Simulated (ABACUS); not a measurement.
# Al (Fm-3m) in ABACUS: equation of state, part 2 of 2

ABACUS 3.10.1. Earlier steps stand in the parts before.

**3. Equation of state, PBEsol, 15.94 Å³/atom (volume scaled by 0.96)**

INPUT

```
INPUT_PARAMETERS
suffix              Al
calculation         scf
basis_type          pw
pseudo_dir          ./
symmetry            1
dft_functional      pbesol
ecutwfc             41
pseudo_rcut         7
nspin               1
nbands              6
ks_solver           dav
smearing_method     fd
smearing_sigma      0.00367493
scf_thr             1e-08
scf_nmax            100
mixing_type         broyden
mixing_beta         0.7
cal_force           1
cal_stress          1
kpar                4
```

STRU

```
ATOMIC_SPECIES
Al 26.9815 Al.upf

LATTICE_CONSTANT
1.8897261246

LATTICE_VECTORS
0.0000000000 1.9974394157 1.9974394157
1.9974394157 0.0000000000 1.9974394157
1.9974394157 1.9974394157 0.0000000000

ATOMIC_POSITIONS
Direct

Al
0.0
1
0.0000000000 0.0000000000 0.0000000000 1 1 1
```

KPT

```
K_POINTS
0
Gamma
11 11 11 0 0 0
```

Potentials or basis: PseudoDojo NC SR 0.4.1 PBEsol standard, plane waves.

Command:

```console
$ OMP_NUM_THREADS=1 mpirun -np 4 abacus > log
```

It took 0.96 s on 4 MPI ranks of Intel Xeon 6975P-C (Granite Rapids), shared host; peak memory 0.2 GiB.

Results (log left out):

```
Free energy            : -63.1422 eV
Pressure               : 1.3 GPa
Band gap on the k mesh : none (metal or under the smearing width)
```

**4. Equation of state, PBEsol, 16.27 Å³/atom (volume scaled by 0.98)**

INPUT is that of step 3.

STRU

```
ATOMIC_SPECIES
Al 26.9815 Al.upf

LATTICE_CONSTANT
1.8897261246

LATTICE_VECTORS
0.0000000000 2.0112152952 2.0112152952
2.0112152952 0.0000000000 2.0112152952
2.0112152952 2.0112152952 0.0000000000

ATOMIC_POSITIONS
Direct

Al
0.0
1
0.0000000000 0.0000000000 0.0000000000 1 1 1
```

KPT is that of step 3.

Command:

```console
$ OMP_NUM_THREADS=1 mpirun -np 4 abacus > log
```

Wall time 0.72 s (4 MPI ranks of Intel Xeon 6975P-C (Granite Rapids), shared host); peak memory 0.2 GiB.

It converged, with:

```yaml
Free_energy: -63.1430 eV
Pressure: -0.5 GPa
Band_gap_on_the_k_mesh: none (metal or under the smearing width)
```

**5. Equation of state, PBEsol, 16.60 Å³/atom**

INPUT is that of step 4.

STRU

```
ATOMIC_SPECIES
Al 26.9815 Al.upf

LATTICE_CONSTANT
1.8897261246

LATTICE_VECTORS
0.0000000000 2.0248050000 2.0248050000
2.0248050000 0.0000000000 2.0248050000
2.0248050000 2.0248050000 0.0000000000

ATOMIC_POSITIONS
Direct

Al
0.0
1
0.0000000000 0.0000000000 0.0000000000 1 1 1
```

KPT is that of step 4.

Command:

```console
$ OMP_NUM_THREADS=1 mpirun -np 4 abacus > log
```

It took 0.81 s on 4 MPI ranks of Intel Xeon 6975P-C (Granite Rapids), shared host; peak memory 0.2 GiB.

It converged, with:

* Free energy: -63.1404 eV
* Pressure: -2.1 GPa
* Band gap on the k mesh: none (metal or under the smearing width)

**6. Equation of state, PBEsol, 16.93 Å³/atom (volume scaled by 1.02)**

INPUT is that of step 5.

STRU

```
ATOMIC_SPECIES
Al 26.9815 Al.upf

LATTICE_CONSTANT
1.8897261246

LATTICE_VECTORS
0.0000000000 2.0382146954 2.0382146954
2.0382146954 0.0000000000 2.0382146954
2.0382146954 2.0382146954 0.0000000000

ATOMIC_POSITIONS
Direct

Al
0.0
1
0.0000000000 0.0000000000 0.0000000000 1 1 1
```

KPT is that of step 5.

Potentials or basis: PseudoDojo NC SR 0.4.1 PBEsol standard, plane waves.

Command:

```console
$ OMP_NUM_THREADS=1 mpirun -np 4 abacus > log
```

Wall time 0.73 s (4 MPI ranks of Intel Xeon 6975P-C (Granite Rapids), shared host); peak memory 0.2 GiB.

Results (log left out):

```
Free energy            : -63.1346 eV
Pressure               : -3.5 GPa
Band gap on the k mesh : none (metal or under the smearing width)
```

**7. Equation of state, PBEsol, 17.27 Å³/atom (volume scaled by 1.04)**

INPUT is that of step 6.

STRU

```
ATOMIC_SPECIES
Al 26.9815 Al.upf

LATTICE_CONSTANT
1.8897261246

LATTICE_VECTORS
0.0000000000 2.0514502267 2.0514502267
2.0514502267 0.0000000000 2.0514502267
2.0514502267 2.0514502267 0.0000000000

ATOMIC_POSITIONS
Direct

Al
0.0
1
0.0000000000 0.0000000000 0.0000000000 1 1 1
```

KPT is that of step 6.

Command:

```console
$ OMP_NUM_THREADS=1 mpirun -np 4 abacus > log
```

It took 0.71 s on 4 MPI ranks of Intel Xeon 6975P-C (Granite Rapids), shared host; peak memory 0.2 GiB.

The run converged. Its results:

```
Free energy            : -63.1261 eV
Pressure               : -4.7 GPa
Band gap on the k mesh : none (metal or under the smearing width)
```

**8. Equation of state, PBEsol, 17.60 Å³/atom (volume scaled by 1.06)**

INPUT is that of step 7.

STRU

```
ATOMIC_SPECIES
Al 26.9815 Al.upf

LATTICE_CONSTANT
1.8897261246

LATTICE_VECTORS
0.0000000000 2.0645171409 2.0645171409
2.0645171409 0.0000000000 2.0645171409
2.0645171409 2.0645171409 0.0000000000

ATOMIC_POSITIONS
Direct

Al
0.0
1
0.0000000000 0.0000000000 0.0000000000 1 1 1
```

KPT is that of step 7.

Command:

```console
$ OMP_NUM_THREADS=1 mpirun -np 4 abacus > log
```

Run time: 0.72 s. Hardware: 4 MPI ranks of Intel Xeon 6975P-C (Granite Rapids), shared host; peak memory 0.2 GiB.

The run converged. Its results:

| Quantity | Value |
| --- | --- |
| Free energy | -63.1151 eV |
| Pressure | -5.9 GPa |
| Band gap on the k mesh | none (metal or under the smearing width) |

**9. Equation of state, PBEsol**

Potentials or basis: PseudoDojo NC SR 0.4.1 PBEsol standard, plane waves.

This step only gathers the single runs of the series.

What came out:

```
Equilibrium volume                      : 16.18 Å³/atom
Bulk modulus                            : 84 GPa
Pressure derivative of the bulk modulus : 4.5
```

Energy against volume, from the lowest point:
```tsv
volume (Å³/atom)	energy (meV/atom)
15.607	5.52
15.939	0.82
16.271	0.00
16.603	2.65
16.935	8.41
17.267	16.94
17.599	27.94
```

**10. Comparison with measurements**

Step 9. A measured bulk modulus of Al is 76.9 GPa (quoted in “The interpretation of polycrystalline coherent inelastic neutron scattering from aluminium”, 2013, pmc:3831299); the calculated 84 GPa misses it by +9.3 %. The fit is for a static lattice scaled at fixed shape and fixed fractional positions. The cell as given is a measured one (16.60 Å³/atom); PBEsol puts the equilibrium volume -2.6 % from it, thermal expansion not counted.
